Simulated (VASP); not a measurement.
# CaSe (Fm-3m) in VASP: notebook, part 2 of 2

VASP 6.6.1.

## 5. Single point, r2SCAN

File INCAR:

```
SYSTEM = CaSe
PREC = Accurate
ENCUT = 450
EDIFF = 1E-5
ISMEAR = 0
SIGMA = 0.05
LREAL = .FALSE.
LASPH = .TRUE.
NELM = 100
ALGO = Normal
ISIF = 2
LWAVE = .FALSE.
LCHARG = .FALSE.
METAGGA = R2SCAN
LMIXTAU = .TRUE.
ADDGRID = .FALSE.
```

File KPOINTS:

```
regular mesh
0
G
  7 7 7
  0 0 0
```

File POSCAR:

```
CaSe
1.0
    0.0000000000      2.9560000000      2.9560000000
    2.9560000000      0.0000000000      2.9560000000
    2.9560000000      2.9560000000      0.0000000000
Se Ca
1 1
Direct
    0.5137070000      0.4880300000      0.5023060000
    0.0084580000     -0.0027510000     -0.0091450000
```

Potentials or basis: VASP PAW PBE potentials, release 64 (Se, Ca_sv).

Launch:

```sh
$ cat potpaw_PBE.64/Se/POTCAR potpaw_PBE.64/Ca_sv/POTCAR > POTCAR
$ mpirun -np 1 vasp_std > vasp.out
```

OUTCAR:

```text
SYSTEM = CaSe
   PREC = Accurate
   ENCUT = 450
   EDIFF = 1E-5
   ISMEAR = 0
   LREAL = .FALSE.
   LASPH = .TRUE.
   NELM = 100
   ISIF = 2
   METAGGA = R2SCAN

 Found    172 irreducible k-points:

 Following reciprocal coordinates:
            Coordinates               Weight
  0.000000  0.000000  0.000000      1.000000
  0.142857  0.000000  0.000000      2.000000
  0.000000  0.142857  0.000000      2.000000
  0.000000  0.000000  0.142857      2.000000
  0.142857  0.142857  0.142857      2.000000
  0.285714  0.000000  0.000000      2.000000
   k-points           NKPTS =    172   k-points in BZ     NKDIM =    172   number of bands    NBANDS=     12
   number of dos      NEDOS =    301   number of ions     NIONS =      2
   total plane-waves  NPLWV =  27000
   dimension x,y,z NGX =    30 NGY =   30 NGZ =   30
   dimension x,y,z NGXF=    60 NGYF=   60 NGZF=   60
   ions per type =               1   1
   NGX,Y,Z   is equivalent  to a cutoff of  11.93, 11.93, 11.93 a.u.
   NGXF,Y,Z  is equivalent  to a cutoff of  23.86, 23.86, 23.86 a.u.
 SYSTEM =  CaSe
   PREC   = accura    normal or accurate (medium, high low for compatibility)
   ISTART =      0    job   : 0-new  1-cont  2-samecut
   ICHARG =      2    charge: 1-file 2-atom 10-const
   ISPIN  =      1    spin polarized calculation?
   LNONCOLLINEAR =      F non collinear calculations
   LSORBIT =      F    spin-orbit coupling
   LASPH  =      T    aspherical Exc in radial PAW
   ENCUT  =  450.0 eV  33.07 Ry    5.75 a.u.   7.23  7.23  7.23*2*pi/ulx,y,z
   NELM   =    100;   NELMIN=  2; NELMDL= -5     # of ELM steps
   EDIFF  = 0.1E-04   stopping-criterion for ELM
   LREAL  =      F    real-space projection
   EDIFFG = 0.1E-03   stopping-criterion for IOM
   NSW    =      0    number of steps for IOM
   IBRION =     -1    ionic relax: 0-MD 1-quasi-New 2-CG
   NFREE  =      0    steps in history (QN), initial steepest desc. (CG)
   ISIF   =      2    stress and relaxation
   ISYM   =      2    0-nonsym 1-usesym 2-fastsym
   POTIM  = 0.5000    time-step for ionic-motion
   TEBEG  =    0.0;   TEEND  =   0.0 temperature during run
   PSTRESS=    0.0 pullay stress
   NELECT =      16.0000    total number of electrons
   NUPDOWN=      -1.0000    fix difference up-down
   EMIN   =  10.00;   EMAX   =-10.00  energy-range for DOS
   EFERMI =   0.00;   METHOD = LEGACY
   ISMEAR =     0;   SIGMA  =   0.05  broadening in eV -4-tet -1-fermi 0-gaus
   EFERMI_NEDOS =   21; number of points for ismear=-14 and -15
   IALGO  =     38    algorithm
   IMIX   =      4    mixing-type and parameters
     AMIX     =   0.40;   BMIX     =  1.00
     AMIX_MAG =   1.60;   BMIX_MAG =  1.00
  volume/ion in A,a.u.               =      25.83       174.30
  Fermi-wavevector in a.u.,A,eV,Ry     =   1.107645  2.093145 16.692666  1.226876
  Thomas-Fermi vector in A             =   2.244161
   LORBIT       =      0    0 simple, 1 ext, 2 COOP (PROOUT), +10 PAW based schemes
   METAGGA = R2SCAN    functional components
   LHFCALC =     F    Hartree Fock is set to
   AEXX    =    0.0000 exact exchange contribution
   IVDW    =     0    specifies the selected vdW correction
   LEPSILON=     F    determine dielectric tensor
   LRPA    =     F    only Hartree local field effects (RPA)
 non-spin polarized calculation
 Gauss-broadening in eV      SIGMA  =   0.05
  energy-cutoff  :      450.00
  volume of cell :       51.66
 maximum number of plane-waves:      1139
 NGX is ok and might be reduce to    30
   NGX = 15   NGY = 15   NGZ = 15

 number of electron      16.0000001 magnetization

 Free energy of the ion-electron system (eV)
  ---------------------------------------------------
  ext. energy  EPLUGINS =         0.00000000
  ---------------------------------------------------
  free energy    TOTEN  =       -25.97103283 eV

  energy without entropy =      -25.97103283  energy(sigma->0) =      -25.97103283

 E-fermi :   2.5233     XC(G=0):  -9.5876

 val. band max:        2.1897464538   @ k =   0.0000   0.0000   0.0000
 cond. band min:       4.7484831401   @ k =   0.4286   0.0000   0.4286
 fundamental gap:      2.5587366863
 Fermi energy:         2.5233065998

 k-point     1 :       0.0000    0.0000    0.0000
  band No.  band energies     occupation
      1     -39.0932      2.00000
      2     -19.2055      2.00000
      3     -19.2049      2.00000
      4     -19.2049      2.00000
      5     -10.0063      2.00000
      6       2.1879      2.00000
      7       2.1896      2.00000
      8       2.1897      2.00000
      9       6.3407      0.00000
     10       6.4226      0.00000
     11       6.4278      0.00000
     12       6.4294      0.00000
[... 61 lines left out ...]
 k-point     6 :       0.2857    0.0000    0.0000
  band No.  band energies     occupation
      1     -39.0890      2.00000
      2     -19.2778      2.00000
      3     -19.2097      2.00000
      4     -19.2093      2.00000
      5      -9.5828      2.00000
      6      -0.0961      2.00000
      7       1.3800      2.00000
      8       1.3818      2.00000
      9       6.5733      0.00000
     10       7.3766      0.00000
     11       7.3777      0.00000
     12       8.7935      0.00000

 [... further k-points ...]
[... 5 lines left out ...]
  --------------------------------------------------------------------------------------
  -------------------------------------------------------------------------------------
  Total        0.2690080      0.3248238      0.2712613     -0.0017970      0.0029853      0.0001594
  in kB        8.3431957     10.0743058      8.4130816     -0.0557329      0.0925895      0.0049452
  external PRESSURE =       8.9435277 kB  Pullay stress =       0.0000000 kB

 VOLUME and BASIS-vectors are now :
 -----------------------------------------------------------------------------
  energy-cutoff  :      450.00
  volume of cell :       51.66
      direct lattice vectors                 reciprocal lattice vectors
     0.000000000  2.956000000  2.956000000    -0.169147497  0.169147497  0.169147497
     2.956000000  0.000000000  2.956000000     0.169147497 -0.169147497  0.169147497
     2.956000000  2.956000000  0.000000000     0.169147497  0.169147497 -0.169147497

 POSITION                                       TOTAL-FORCE (eV/Angst)
 -----------------------------------------------------------------------------------
      2.92743      3.00333      2.96113        -0.022071     -0.170014      0.040597
      5.87684      2.95397      2.97287         0.022071      0.170014     -0.040597
 -----------------------------------------------------------------------------------
    total drift:                               -0.002497     -0.002368     -0.003039

  FREE ENERGIE OF THE ION-ELECTRON SYSTEM (eV)
  ---------------------------------------------------
  free  energy   TOTEN  =       -25.9710328312 eV

  energy  without entropy=      -25.9710328312  energy(sigma->0) =      -25.97103283
```

OSZICAR:

```text
N       E                     dE             d eps       ncg     rms          rms(c)
DAV:   1     0.856203094610E+02    0.85620E+02   -0.72585E+03  4128   0.113E+03
DAV:   2    -0.237448928862E+02   -0.10937E+03   -0.10474E+03  4636   0.280E+02
DAV:   3    -0.285861322351E+02   -0.48412E+01   -0.47966E+01  5396   0.576E+01
DAV:   4    -0.289314286715E+02   -0.34530E+00   -0.34452E+00  7256   0.126E+01
DAV:   5    -0.289345027771E+02   -0.30741E-02   -0.30735E-02  5136   0.134E+00    0.404E+00
DAV:   6    -0.256787251679E+02    0.32558E+01   -0.23662E+00  5428   0.152E+01    0.312E+00
DAV:   7    -0.263503162962E+02   -0.67159E+00   -0.88383E-01  4756   0.106E+01    0.815E-01
DAV:   8    -0.260257833237E+02    0.32453E+00   -0.49138E-01  5068   0.753E+00    0.472E-01
DAV:   9    -0.259650023772E+02    0.60781E-01   -0.33359E-01  4796   0.630E+00    0.331E-01
DAV:  10    -0.259349846348E+02    0.30018E-01   -0.59678E-02  4596   0.266E+00    0.931E-02
DAV:  11    -0.259694972672E+02   -0.34513E-01   -0.23469E-02  4524   0.168E+00    0.969E-02
DAV:  12    -0.259697437365E+02   -0.24647E-03   -0.34536E-03  5336   0.591E-01    0.710E-02
DAV:  13    -0.259709148244E+02   -0.11711E-02   -0.11895E-03  4872   0.343E-01    0.222E-02
DAV:  14    -0.259710125991E+02   -0.97775E-04   -0.17044E-04  5244   0.139E-01    0.160E-02
DAV:  15    -0.259709231105E+02    0.89489E-04   -0.35921E-05  4896   0.744E-02    0.991E-03
DAV:  16    -0.259710233418E+02   -0.10023E-03   -0.37139E-05  4848   0.726E-02    0.332E-03
DAV:  17    -0.259710328312E+02   -0.94893E-05   -0.10942E-05  3708   0.374E-02
   1 F= -.25971033E+02 E0= -.25971033E+02  d E =-.994584E-23
```

stdout:

```text
POSCAR found type information on POSCAR SeCa
 POSCAR found :  2 types and       2 ions
 scaLAPACK will be used
 -----------------------------------------------------------------------------
|                                                                             |
|                                                                             |
|     You enforced a specific xc type in the INCAR file but a different       |
|     I HOPE YOU KNOW WHAT YOU ARE DOING!                                     |
|                                                                             |
 -----------------------------------------------------------------------------

 LDA part: xc-table for (None), standard interpolation
 POSCAR, INCAR and KPOINTS ok, starting setup
 FFT: planning ... GRIDC
 FFT: planning ... GRID_SOFT
 FFT: planning ... GRID
 WAVECAR not read
 entering main loop
```

It took 4.5 min on 1 thread of Intel Xeon Platinum 8488C (Sapphire Rapids), shared host; peak memory 0.25 GiB.

These settings aren't checked as converged: the numbers below hold their error.

Results:

```yaml
Free_energy: -25.9710 eV
Pressure: 0.9 GPa
Largest_force: 0.176 eV/Å
Band_gap_on_the_k_mesh: 2.56 eV, indirect (least direct gap 3.48 eV)
```

Caveat: the PAW data sets were made with another functional, which shifts forces and pressure a little; an odd mesh through Γ misses points on the zone boundary, where band edges often lie.

## 6. Single point, r2SCAN

Edit INCAR of step 5 so:

```diff
@@ -3,3 +3,3 @@
 ENCUT = 450
-EDIFF = 1E-5
+EDIFF = 1E-6
 ISMEAR = 0
@@ -15,2 +15,2 @@
 LMIXTAU = .TRUE.
-ADDGRID = .FALSE.
+ADDGRID = .TRUE.
```

KPOINTS is that of step 5.

File POSCAR:

```
CaSe
1.0
    0.0000000000      2.9560000000      2.9560000000
    2.9560000000      0.0000000000      2.9560000000
    2.9560000000      2.9560000000      0.0000000000
Se Ca
1 1
Direct
    0.5000000000      0.5000000000      0.5000000000
    0.0000000000      0.0000000000      0.0000000000
```

Potentials or basis: VASP PAW PBE potentials, release 64 (Se, Ca_sv).

Launch:

```sh
$ cat potpaw_PBE.64/Se/POTCAR potpaw_PBE.64/Ca_sv/POTCAR > POTCAR
$ mpirun -np 1 vasp_std > vasp.out
```

OUTCAR:

```text
SYSTEM = CaSe
   PREC = Accurate
   ENCUT = 450
   EDIFF = 1E-6
   ISMEAR = 0
   LREAL = .FALSE.
   LASPH = .TRUE.
   NELM = 100
   ISIF = 2
   METAGGA = R2SCAN

 Found     20 irreducible k-points:

 Following reciprocal coordinates:
            Coordinates               Weight
  0.000000  0.000000  0.000000      1.000000
  0.142857  0.000000  0.000000      8.000000
  0.285714  0.000000  0.000000      8.000000
  0.428571  0.000000  0.000000      8.000000
  0.142857  0.142857  0.000000      6.000000
  0.285714  0.142857  0.000000     24.000000
   k-points           NKPTS =     20   k-points in BZ     NKDIM =     20   number of bands    NBANDS=     12
   number of dos      NEDOS =    301   number of ions     NIONS =      2
   total plane-waves  NPLWV =  27000
   dimension x,y,z NGX =    30 NGY =   30 NGZ =   30
   dimension x,y,z NGXF=    60 NGYF=   60 NGZF=   60
   ions per type =               1   1
   NGX,Y,Z   is equivalent  to a cutoff of  11.93, 11.93, 11.93 a.u.
   NGXF,Y,Z  is equivalent  to a cutoff of  23.86, 23.86, 23.86 a.u.
 SYSTEM =  CaSe
   PREC   = accura    normal or accurate (medium, high low for compatibility)
   ISTART =      0    job   : 0-new  1-cont  2-samecut
   ICHARG =      2    charge: 1-file 2-atom 10-const
   ISPIN  =      1    spin polarized calculation?
   LNONCOLLINEAR =      F non collinear calculations
   LSORBIT =      F    spin-orbit coupling
   LASPH  =      T    aspherical Exc in radial PAW
   ENCUT  =  450.0 eV  33.07 Ry    5.75 a.u.   7.23  7.23  7.23*2*pi/ulx,y,z
   NELM   =    100;   NELMIN=  2; NELMDL= -5     # of ELM steps
   EDIFF  = 0.1E-05   stopping-criterion for ELM
   LREAL  =      F    real-space projection
   EDIFFG = 0.1E-04   stopping-criterion for IOM
   NSW    =      0    number of steps for IOM
   IBRION =     -1    ionic relax: 0-MD 1-quasi-New 2-CG
   NFREE  =      0    steps in history (QN), initial steepest desc. (CG)
   ISIF   =      2    stress and relaxation
   ISYM   =      2    0-nonsym 1-usesym 2-fastsym
   POTIM  = 0.5000    time-step for ionic-motion
   TEBEG  =    0.0;   TEEND  =   0.0 temperature during run
   PSTRESS=    0.0 pullay stress
   NELECT =      16.0000    total number of electrons
   NUPDOWN=      -1.0000    fix difference up-down
   EMIN   =  10.00;   EMAX   =-10.00  energy-range for DOS
   EFERMI =   0.00;   METHOD = LEGACY
   ISMEAR =     0;   SIGMA  =   0.05  broadening in eV -4-tet -1-fermi 0-gaus
   EFERMI_NEDOS =   21; number of points for ismear=-14 and -15
   IALGO  =     38    algorithm
   IMIX   =      4    mixing-type and parameters
     AMIX     =   0.40;   BMIX     =  1.00
     AMIX_MAG =   1.60;   BMIX_MAG =  1.00
  volume/ion in A,a.u.               =      25.83       174.30
  Fermi-wavevector in a.u.,A,eV,Ry     =   1.107645  2.093145 16.692666  1.226876
  Thomas-Fermi vector in A             =   2.244161
   LORBIT       =      0    0 simple, 1 ext, 2 COOP (PROOUT), +10 PAW based schemes
   METAGGA = R2SCAN    functional components
   LHFCALC =     F    Hartree Fock is set to
   AEXX    =    0.0000 exact exchange contribution
   IVDW    =     0    specifies the selected vdW correction
   LEPSILON=     F    determine dielectric tensor
   LRPA    =     F    only Hartree local field effects (RPA)
 non-spin polarized calculation
 Gauss-broadening in eV      SIGMA  =   0.05
  energy-cutoff  :      450.00
  volume of cell :       51.66
 maximum number of plane-waves:      1139
 NGX is ok and might be reduce to    30
   NGX = 15   NGY = 15   NGZ = 15

 number of electron      16.0000000 magnetization

 Free energy of the ion-electron system (eV)
  ---------------------------------------------------
  ext. energy  EPLUGINS =         0.00000000
  ---------------------------------------------------
  free energy    TOTEN  =       -25.97563069 eV

  energy without entropy =      -25.97563069  energy(sigma->0) =      -25.97563069

 E-fermi :   2.4811     XC(G=0):  -9.5881

 val. band max:        2.1943435055   @ k =   0.0000   0.0000   0.0000
 cond. band min:       4.7474401141   @ k =   0.4286   0.4286   0.0000
 fundamental gap:      2.5530966087
 Fermi energy:         2.4810891798

 k-point     1 :       0.0000    0.0000    0.0000
  band No.  band energies     occupation
      1     -39.0950      2.00000
      2     -19.2066      2.00000
      3     -19.2066      2.00000
      4     -19.2065      2.00000
      5     -10.0058      2.00000
      6       2.1943      2.00000
      7       2.1943      2.00000
      8       2.1943      2.00000
      9       6.3422      0.00000
     10       6.4212      0.00000
     11       6.4212      0.00000
     12       6.4212      0.00000

 k-point     2 :       0.1429    0.0000    0.0000
  band No.  band energies     occupation
      1     -39.0937      2.00000
      2     -19.2292      2.00000
      3     -19.2079      2.00000
      4     -19.2079      2.00000
      5      -9.8809      2.00000
      6       1.2929      2.00000
      7       1.9005      2.00000
      8       1.9005      2.00000
      9       6.3993      0.00000
     10       6.7027      0.00000
     11       6.7027      0.00000
     12       7.4311      0.00000

 k-point     3 :       0.2857    0.0000    0.0000
  band No.  band energies     occupation
      1     -39.0909      2.00000
      2     -19.2791      2.00000
      3     -19.2110      2.00000
      4     -19.2109      2.00000
      5      -9.5821      2.00000
      6      -0.0945      2.00000
      7       1.3805      2.00000
      8       1.3805      2.00000
      9       6.5788      0.00000
     10       7.3806      0.00000
     11       7.3806      0.00000
     12       8.7890      0.00000

 k-point     4 :       0.4286    0.0000    0.0000
  band No.  band energies     occupation
      1     -39.0886      2.00000
      2     -19.3184      2.00000
      3     -19.2134      2.00000
      4     -19.2133      2.00000
      5      -9.3196      2.00000
      6      -0.9709      2.00000
      7       1.0458      2.00000
      8       1.0458      2.00000
      9       7.1208      0.00000
     10       8.1609      0.00000
     11       8.1609      0.00000
     12       8.5479      0.00000

 k-point     5 :       0.1429    0.1429    0.0000
  band No.  band energies     occupation
      1     -39.0933      2.00000
      2     -19.2270      2.00000
      3     -19.2128      2.00000
      4     -19.2127      2.00000
      5      -9.8494      2.00000
      6       1.0485      2.00000
      7       1.9112      2.00000
      8       1.9112      2.00000
      9       5.9843      0.00000
     10       6.8880      0.00000
     11       7.1351      0.00000
     12       7.1362      0.00000

 k-point     6 :       0.2857    0.1429    0.0000
  band No.  band energies     occupation
      1     -39.0910      2.00000
      2     -19.2624      2.00000
      3     -19.2180      2.00000
      4     -19.2156      2.00000
      5      -9.6333      2.00000
      6       0.1539      2.00000
      7       1.4073      2.00000
      8       1.5450      2.00000
      9       5.9943      0.00000
     10       7.4029      0.00000
     11       7.5256      0.00000
     12       8.0624      0.00000

 [... further k-points ...]
[... 5 lines left out ...]
  --------------------------------------------------------------------------------------
  -------------------------------------------------------------------------------------
  Total        0.2738050      0.2738050      0.2738050     -0.0000000      0.0000000     -0.0000000
  in kB        8.4919755      8.4919755      8.4919755     -0.0000000      0.0000000     -0.0000000
  external PRESSURE =       8.4919755 kB  Pullay stress =       0.0000000 kB

 VOLUME and BASIS-vectors are now :
 -----------------------------------------------------------------------------
  energy-cutoff  :      450.00
  volume of cell :       51.66
      direct lattice vectors                 reciprocal lattice vectors
     0.000000000  2.956000000  2.956000000    -0.169147497  0.169147497  0.169147497
     2.956000000  0.000000000  2.956000000     0.169147497 -0.169147497  0.169147497
     2.956000000  2.956000000  0.000000000     0.169147497  0.169147497 -0.169147497

 POSITION                                       TOTAL-FORCE (eV/Angst)
 -----------------------------------------------------------------------------------
      2.95600      2.95600      2.95600        -0.000000      0.000000      0.000000
      0.00000      0.00000      0.00000         0.000000     -0.000000     -0.000000
 -----------------------------------------------------------------------------------
    total drift:                               -0.000000      0.000000      0.000000

  FREE ENERGIE OF THE ION-ELECTRON SYSTEM (eV)
  ---------------------------------------------------
  free  energy   TOTEN  =       -25.9756306898 eV

  energy  without entropy=      -25.9756306898  energy(sigma->0) =      -25.97563069
```

Wall time 47 s (1 thread of Intel Xeon Platinum 8488C (Sapphire Rapids), shared host); peak memory 0.25 GiB.

These settings aren't checked as converged: the numbers below hold their error.

Results:

- Free energy: -25.9756 eV
- Pressure: 0.8 GPa
- Band gap on the k mesh: 2.55 eV, indirect (least direct gap 3.48 eV)

Caveat: the PAW data sets were made with another functional, which shifts forces and pressure a little; an odd mesh through Γ misses points on the zone boundary, where band edges often lie.

## 7. The reference run

An earlier run on the cell as given: functional PBEsol; potentials or basis VASP PAW PBE potentials, release 64 (Se, Ca_sv); cutoff 520 eV; k mesh 8 × 8 × 8; occupations fermi-dirac, width 0.05 eV; no spin polarisation.

* Pressure: -0.9 GPa
* Band gap on the k mesh: 1.92 eV, indirect (least direct gap 2.87 eV)
